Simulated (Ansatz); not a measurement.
# Where Zn_i (6-fold void) puts its levels in the gap of ZnSe (F-43m)

Aim: at which Fermi levels does Zn_i (6-fold void) in ZnSe (F-43m) change its charge? The model is a cell of 54 host atoms with 1 Zn put in.

Method: place-levels on r2SCAN runs: charge-transition levels and formation energies with image-charge correction and potential alignment at the atomic sites; PAW set soft_1, in Ansatz 0.2.0.

### Step 1. Set-up

The cell holds 55 atoms: 28 Zn and 27 Se. Cell: a = 12.017 Å, b = 12.017 Å, c = 12.017 Å, α = 60.0°, β = 60.0°, γ = 60.0°. It derives from ZnSe (space group F-43m). Nearest the centre at fractional (0.708, 0.208, 0.875): Zn55 at 0.00 Å, Zn37 at 2.35 Å, Se42 at 2.35 Å, Zn47 at 2.35 Å, Se38 at 2.35 Å, Zn43 at 2.35 Å, Se48 at 2.35 Å, Se20 at 3.68 Å.

As a file:

```xyz
55
Lattice="0.0000 8.4973 8.4973 8.4973 0.0000 8.4973 8.4973 8.4973 0.0000" Properties=species:S:1:pos:R:3 pbc="T T T"
Zn    0.0000    0.0000    0.0000
Se    1.4162    1.4162    1.4162
Zn    2.8324    2.8324    0.0000
Se    4.2487    4.2487    1.4162
Zn    5.6649    5.6649    0.0000
Se    7.0811    7.0811    1.4162
Zn    2.8324    0.0000    2.8324
Se    4.2487    1.4162    4.2487
Zn    5.6649    2.8324    2.8324
Se    7.0811    4.2487    4.2487
Zn    8.4973    5.6649    2.8324
Se    9.9135    7.0811    4.2487
Zn    5.6649    0.0000    5.6649
Se    7.0811    1.4162    7.0811
Zn    8.4973    2.8324    5.6649
Se    9.9135    4.2487    7.0811
Zn   11.3298    5.6649    5.6649
Se   12.7460    7.0811    7.0811
Zn    0.0000    2.8324    2.8324
Se    1.4162    4.2487    4.2487
Zn    2.8324    5.6649    2.8324
Se    4.2487    7.0811    4.2487
Zn    5.6649    8.4973    2.8324
Se    7.0811    9.9135    4.2487
Zn    2.8324    2.8324    5.6649
Se    4.2487    4.2487    7.0811
Zn    5.6649    5.6649    5.6649
Se    7.0811    7.0811    7.0811
Zn    8.4973    8.4973    5.6649
Se    9.9135    9.9135    7.0811
Zn    5.6649    2.8324    8.4973
Se    7.0811    4.2487    9.9135
Zn    8.4973    5.6649    8.4973
Se    9.9135    7.0811    9.9135
Zn   11.3298    8.4973    8.4973
Se   12.7460    9.9135    9.9135
Zn    0.0000    5.6649    5.6649
Se    1.4162    7.0811    7.0811
Zn    2.8324    8.4973    5.6649
Se    4.2487    9.9135    7.0811
Zn    5.6649   11.3298    5.6649
Se    7.0811   12.7460    7.0811
Zn    2.8324    5.6649    8.4973
Se    4.2487    7.0811    9.9135
Zn    5.6649    8.4973    8.4973
Se    7.0811    9.9135    9.9135
Zn    8.4973   11.3298    8.4973
Se    9.9135   12.7460    9.9135
Zn    5.6649    5.6649   11.3298
Se    7.0811    7.0811   12.7460
Zn    8.4973    8.4973   11.3298
Se    9.9135    9.9135   12.7460
Zn   11.3298   11.3298   11.3298
Se   12.7460   12.7460   12.7460
Zn    9.2054   13.4541    7.7892
```

The host's dielectric constants go in as inputs: 7.48 for the electrons alone, 10.54 with the ions, computed on the host (DFPT, PBEsol, on the r2SCAN cell), and a cell off the functional's own equilibrium shifts the ionic part.

The cell's shortest repeat is 12.0 Å.

### Step 2. What was run first

A transition level is the Fermi level at which two charge states cost the same, so each charge needs its own total energy, at its own relaxed structure.

Each atom starts 0.05 Å or so off its site in a random direction: a symmetric start keeps its symmetry, and would miss off-centre moves and Jahn–Teller distortions. Forces are taken at one point at (¼, ¼, ¼). The cell holds 1 electron more than the neutral one, with a uniform background that keeps it neutral on the whole. The electron count is odd, so at least one spin is unpaired; this run locks the moment at 1 μB.

The sampling was tested on the host first: at the k-points planned (1x1x1 shifted 0.25 0.25 0.25) its energy lies 0.060 eV an atom from the dense-mesh value, so the final energies take a denser sampling.

One of the inputs; charge, spin and start change from state to state.

File qm1_M1.relax/input.yaml:

```yaml
crystal:
  lattice:
    - [0.0, 2.8324425, 2.8324425]
    - [2.8324425, 0.0, 2.8324425]
    - [2.8324425, 2.8324425, 0.0]
  atoms:
    - { symbol: Zn, position: [0.0, 0.0, 0.0] }
    - { symbol: Se, position: [0.25, 0.25, 0.25] }
  supercell: [3, 3, 3]
  defects:
    - { interstitial: { symbol: Zn, position: [0.708333, 0.208333, 0.875] } }
total_charge: -1
basis:
  ecutwfc: 500
  xc_grid: 2
hamiltonian:
  xc: r2scan
  pseudopotentials: { kind: paw, azcp: { folder: soft_1 } }
kpoints:
  mp_grid: { grid: [1, 1, 1], shift: [0.25, 0.25, 0.25] }
magnetization:
  spin_polarized: true
  initial_magnetization: 1
  spin_locking: { lock_magnetization: hard }
scf:
  occupations: { method: fixed }
  max_iter: 60
output:
  forces: true
  charged_corrections: { epsilon: 7.48, static_epsilon: 10.54 }
relax:
  f_tol: 0.02
  max_steps: 80
  random_displacement: { amplitude: 0.05, seed: 9879 }
checkpoint:
  write: "../qm1_M1.relax.run"
  compress: false
  write_wavefunctions: true
  write_every: 100000
```

Command:

```console
$ ansatz run input.yaml --threads 32 --pin off --max-ram 56524MiB --backend cuda --events-out ev --progress --plain --runs-dir out --max-vram 78GiB
```

Defect states can disperse in a cell of this size, so the energy is taken again at a 2×2×2 shifted mesh, on the relaxed structure.

The run of this state that the levels use, under r2SCAN:

File qm1_M1.point/input.yaml:

```yaml
crystal:
  checkpoint: "../qm1_M1.relax.run"
  host: checkpoint
total_charge: -1
basis:
  ecutwfc: 500
  xc_grid: 2
hamiltonian:
  xc: r2scan
  pseudopotentials: { kind: paw, azcp: { folder: soft_1 } }
kpoints:
  mp_grid: { grid: [2, 2, 2], shift: [0.5, 0.5, 0.5] }
magnetization:
  spin_polarized: true
  initial_magnetization: 1
  spin_locking: { lock_magnetization: hard }
scf:
  occupations: { method: fermi_dirac, width: 0.01 }
  max_iter: 60
output:
  forces: true
  eigenvalues: true
  charged_corrections:
    epsilon: 7.48
    static_epsilon: 10.54
    defect_position: [0.708333, 0.208333, 0.875]
  eigenstates: { localisation: true }
  populations: true
  efg: {}
checkpoint:
  read: "../qm1_M1.relax.run"
  write: "../qm1_M1.point.run"
  compress: false
  write_wavefunctions: false
  write_every: 100000
```

Relaxations under r2SCAN at one point at (¼, ¼, ¼); times on 1 × NVIDIA GB200 with 32 threads of Arm Neoverse V2, shared host:

```
charge  moment (μB)  occupations    outcome  steps  largest displacement against the far atoms (Å)  time
    −1            1        fixed  converged     14                                            1.27  26 s
     0            0        fixed  converged     10                                            1.24  11 s
    +1            1        fixed  converged     12                                            1.24  21 s
    +2            0        fixed  converged     11                                            1.21  12 s
```

Single points under r2SCAN at a 2×2×2 shifted mesh; times on 1 × NVIDIA GB200 with 32 threads of Arm Neoverse V2, shared host:

```
charge  moment (μB)  occupations    outcome   time
    −1            1  fermi-dirac  converged   13 s
     0            0  fermi-dirac  converged  6.2 s
    +1            1  fermi-dirac  converged   13 s
    +2            0  fermi-dirac  converged  5.3 s
```

Distances (Å) from Zn55 to the nearest atoms after relaxation with r2SCAN:

```
charge  moment (μB)       1.       2.       3.       4.       5.       6.
    −1            1  Zn 2.44  Zn 2.54  Zn 2.55  Zn 2.55  Se 2.82  Se 2.82
     0            0  Zn 2.49  Zn 2.53  Zn 2.53  Zn 2.53  Se 2.85  Se 2.86
    +1            1  Zn 2.59  Zn 2.59  Zn 2.59  Zn 2.60  Se 2.83  Se 2.83
    +2            0  Se 2.45  Se 2.45  Se 2.45  Se 2.46  Zn 2.98  Zn 2.98
```

### Step 3. Levels against the band edges, r2SCAN

A charged cell interacts with its images and the background, and its potential has another zero than the host's. place-levels removes the first by a point-charge model, screened by the static dielectric constant since the ions have relaxed around the charge, and the second by comparing potentials at atoms far from the defect.

The host is a run of the defect-free crystal in the same cutoffs, grids and k-points, so that basis and sampling errors cancel in part in the differences. The host is run in a cell of 2 atoms on a matching mesh. Its band edges are searched through the zone by a band path, so the gap is smaller than, or equal to, that on the mesh. Chemical potentials are energies per atom of Zn (hcp), run with the same functional and cutoff.

File levels.point.yaml:

```yaml
host:
  run: host.point.run
states: [qm1_M1.point.run, q0.point.run, qp1_M1.point.run, qp2.point.run]
geometry_from:
  qm1_M1.point.run: qm1_M1.relax.run
  q0.point.run: q0.relax.run
  qp1_M1.point.run: qp1_M1.relax.run
  qp2.point.run: qp2.relax.run
  host.point.run: host.relax.run
chemical_potentials:
  Zn:
    energy: -3325.676395
    dataset: "<sha256 of the dataset>"
epsilon: 7.48
static_epsilon: 10.54
vertical:
  - { from: qm1_M1.point.run, to: qm1_M1.point_neutral.run }
  - { from: qp1_M1.point.run, to: qp1_M1.point_neutral.run }
  - { from: qp2.point.run, to: qp2.point_neutral.run }
```

Command:

```console
$ ansatz place-levels levels.point.yaml -- --threads 32 --pin off --max-ram 56524MiB --backend cuda --max-vram 78GiB
```

Numbers of over 12 decimals in the logs are rounded to 6 here.

The program printed:

```text
[... repeated set-up lines and file paths are left out, and long positions are rounded to six places ...]
(+2/+1) 1.670 eV above the valence edge, 0.193 eV under the conduction edge; not on the lower envelope
(+1/0) 1.640 eV above the valence edge, 0.222 eV under the conduction edge; not on the lower envelope
(0/-1) 1.862 eV above the valence edge (+3.104 eV without the band-filling correction), 0.000 eV under the conduction edge
(+2/0) 1.655 eV above the valence edge, 0.207 eV under the conduction edge: charges between them are lowest nowhere
formation energy of charge +2: -0.132 eV with the Fermi level at the valence edge
formation energy of charge +1: +1.538 eV with the Fermi level at the valence edge
formation energy of charge 0: +3.178 eV with the Fermi level at the valence edge
formation energy of charge -1: +5.041 eV with the Fermi level at the valence edge
vertical -1 to 0: no energy, since no alignment is typed
  the change from vertical[0].from (qm1_M1.point.run) to vertical[0].to (qm1_M1.point_neutral.run): by its potential at epsilon 7.48 it stands at 0.571 0.237 0.902, with an rms radius of about 5.0 Å (2.9 2.9 2.9 Å across the planes of the cell's vectors); [...]
vertical +1 to 0: no energy, since no alignment is typed
  the change from vertical[1].from (qp1_M1.point.run) to vertical[1].to (qp1_M1.point_neutral.run): by its potential at epsilon 7.48 it stands at 0.585 0.249 0.915, with an rms radius of about 2.9 Å (1.7 1.7 1.7 Å across the planes of the cell's vectors); [...]
vertical +2 to 0: no energy, since no alignment is typed
  the change from vertical[2].from (qp2.point.run) to vertical[2].to (qp2.point_neutral.run): by its potential at epsilon 7.48 it stands at 0.740 0.076 0.743, with an rms radius of about 2.9 Å (1.7 1.7 1.7 Å across the planes of the cell's vectors); [...]
  edges by r2scan, gap 1.862 eV; the host is sampled to repeats of 24.03 Å
  the defect's cells are sampled to repeats of 24.03 Å, like sampling
  charge +2: -241087.2320 eV with its correction of +0.947 eV, at epsilon 10.54, aligned at sites: +0.1051 eV, mean over 16 atomic sites at or beyond 6.01 Å from the defect at [0.7083, 0.2083, 0.8750], with -0.000000 for the charge's moments and without [...]
  charge +1: -241079.3146 eV with its correction of +0.336 eV, at epsilon 10.54, aligned at sites: +0.1518 eV, mean over 16 atomic sites at or beyond 6.01 Å from the defect at [0.7083, 0.2083, 0.8750], with +0.000000 for the charge's moments and without [...]
  charge 0: +0.000 eV for its dipole among its images, +0.000 omitted
  charge -1: -241062.0739 eV with its correction of -0.010 eV, at epsilon 10.54, aligned at sites: +0.1947 eV, mean over 16 atomic sites at or beyond 6.01 Å from the defect at [0.7083, 0.2083, 0.8750], with +0.000000 for the charge's moments and without [...]
  states[0] (qm1_M1.point.run): levels filled in part (TS 0.005 eV): its energy is of no whole electron's
  of states[3] (qp2.point.run): it parts from the run at its places by a charge that spreads by about 1.7 Å along one vector (1.7 Å or more is wide), by its potential at epsilon 7.48, taken for that of held ions (one typed too small widens it), where the cell [...]
  of states[2] (qp1_M1.point.run): stability_check_not_made
  of states[0] (qm1_M1.point.run): it parts from the run at its places by a charge that spreads by about 2.9 Å along one vector (1.7 Å or more is wide), by its potential at epsilon 7.48, taken for that of held ions (one typ
```

Elapsed: 0.35 s, on 32 threads of Arm Neoverse V2, shared host.

Levels between the charges placed, in eV above the valence top:

```
        gap (eV)  (+2/+1)  (+1/0)  (0/−1)
r2SCAN      1.86     1.67    1.64    1.86
```

Corrections by state:

```
charge  moment (μB)  image terms and alignment (eV)  band filling (eV)  ε used  over the lowest of its charge, as the program ranks them, band filling apart (eV)
    +2          0.0                           0.947                  -   10.54                                                                              0.000
    +1          1.0                           0.336                  -   10.54                                                                              0.000
     0          0.0                           0.000                  -       -                                                                              0.000
    −1          1.0                          -0.010             -1.242   10.54                                                                              0.000
```

The charged structures listed were also run neutral, and place-levels reads from each pair, by the potential or the spins, how wide the charge is by which they differ; that can be the carrier of either run.

```
charge  rms radius (Å)  spread where it is widest against the cell (Å)  wide from (Å)  reading
    +2             2.9                                            1.71           1.70     wide
    +1             2.9                                            1.66           1.70   narrow
    −1             5.0                                            2.88           1.70     wide
```

The neutral runs of these pairs need not share the spin of the lowest neutral state, and very wide values only mean spread over the cell.

From the program's caveats on the states, each cut to its opening words:

- charge +2: it parts from the run at its places by a charge that spreads by about 1.7 Å along one vector (1.7 Å or more is wide), by its potential at epsilon 7.48, taken [...]
- charge +2: its alignment with the host at atomic sites is doubtful: the mean over the far sites moves by -0.0686 eV from their farther parts to their nearer, more than [...]
- charge +2: the far atoms show a dipole or second moment of the defect's charge, for which the correction takes or leaves out 0.232 eV: further moments aren't read, and [...]
- charge +1 (1 μB), −1 (1 μB): flagged: stability check not made
- charge −1 (1 μB): it parts from the run at its places by a charge that spreads by about 2.9 Å along one vector (1.7 Å or more is wide), by its potential at epsilon 7.48, taken [...]
- charge −1 (1 μB): a band-filling correction moves a carrier to the host's band edge, which changes its energy by -1.242 eV
- charge −1 (1 μB): the host's ions (past the first shell or, of a walk that freed a part, those that it held) aren't shown at rest: they stand up to 0.149 Å off their sites, 2.73 [...]
- charge −1 (1 μB): its moments are held at its close (magnetization.spin_locking), by a field of 0.312 eV a Bohr magneton, and its energy and levels are of the state that this [...]

Chemical potentials of the elements' reference phases, run alike. Formation energy by charge state (elemental references; gap 1.86 eV):

```
charge  at valence top (eV)  at conduction bottom (eV)  correction included (eV)
    +2                -0.13                       3.59                      0.95
    +1                 1.54                       3.40                      0.34
     0                 3.18                       3.18                      0.00
    −1                 5.04                       3.18                     -1.25
```

```
Fermi level (eV)  lowest formation energy (eV)
            0.00                         -0.13
            0.17                          0.21
            0.34                          0.54
            0.51                          0.88
            0.68                          1.22
            0.85                          1.56
            1.02                          1.90
            1.19                          2.24
            1.35                          2.58
            1.52                          2.92
            1.69                          3.18
            1.86                          3.18
```

### Step 4. Outcome

```yaml
gap_of_the_host: 1.86 eV (r2SCAN)
level_plus_2_plus_1: 1.67 eV above the valence top, not a change between lowest states
level_plus_1_over_0: 1.64 eV above the valence top, not a change between lowest states
level_0_minus_1: 1.86 eV above the valence top, at the conduction bottom (3.10 eV above the valence top without the band-filling term)
level_plus_2_over_0: 1.65 eV above the valence top
lowest_of_the_charges_placed_just_above_the_valence_top_0p02_ev: +2
lowest_of_the_charges_placed_just_below_the_conduction_bottom_0p02_ev: 0
lowest_formation_energy_at_mid_gap_of_the_charges_run_elemental_references: 1.73 eV
```

What this shows: Of the charges placed (−1, 0, +1 and +2), the lowest changes at 1.65 eV (+2/0) above the valence top, in a gap of 1.86 eV. (+2/0) lies nearer to a band edge than the share of the finite-size correction in it (0.47 eV), and that correction holds for a localised charge alone. (+2/0) passes over charge +1, which lies 0.01 eV above the two there; a lower structure or spin state of it, if missed, would change that. Charges above +2 were not placed, so these runs say nothing of levels that involve them. States placed: +2 at 0 μB; +1 at 1 μB; 0 at 0 μB; −1 at 1 μB. Other spin states or structures, where not listed, weren't placed. The program finds carriers beyond a band edge of the host and adds a band-filling term at charge −1 (-1.24 eV); steps to such a charge show no bound level, and a defect level inside a band would be read the same way. At charge −1, 0, +1 and +2 the atom put in ends up to 1.2 Å from its starting place, so the name tells the start alone and the levels can join different sites. The program doubts the alignment of potentials for at least one state, a sign that the cell is small. Keep in mind: r2SCAN makes the gap too small and tends to spread out bound carriers; force components of up to 0.28 eV/Å remain in a run at the final settings.

[Logs are printed without paths, hosts, clocks, repeated set-up lines and the standing remarks that a program may print on its own settings, such as how far it seeks lower states.]

[Hosts, paths, dates, database ids (printed as entryN), source tags and the programs' standing remarks are cut or masked in the printed files.]

[Where a table of states has a column of steps, it counts the stored structures, which are thinned; the runs took as many ionic steps or more.]

[A defect's name tells the site on which it was built; relaxed atoms can leave that site.]

[For some hosts the program warned that the k-mesh of the response run may be too coarse for force constants and the static dielectric constant; such warnings are not shown here.]
